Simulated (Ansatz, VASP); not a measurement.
## Two plane-wave programs on LiH

```
Li H
1.0
     0.00000    2.09560    1.97019
     2.09560    0.00000    1.97019
     2.09560    2.09560    0.00000
Li H
1 1
Direct
  0.00000 0.00000 0.00000
  0.50000 0.50000 0.50000
```

Change from the starting cell: epitaxial_xy strain +4.9%.

Alike in both runs: task single point; functional PBE; k mesh 10 × 10 × 10; occupations fermi-dirac, width 0.02 eV; no spin polarisation.

```csv
,VASP,Ansatz
version,VASP 6.6.1,Ansatz 0.2.0
potentials or method,"VASP PAW PBE potentials, release 64 (Li_sv, H)","plane waves, PAW"
plane-wave cutoff (eV),520,420
valence electrons in the cell,4,4
```

VASP gave:

- gap on the k mesh at the Fermi level (eV): 2.48

Problem. What did Ansatz give for the same quantities?

Solution. gap on the k mesh at the Fermi level (eV): 2.49.

 A k mesh can miss the band edges.
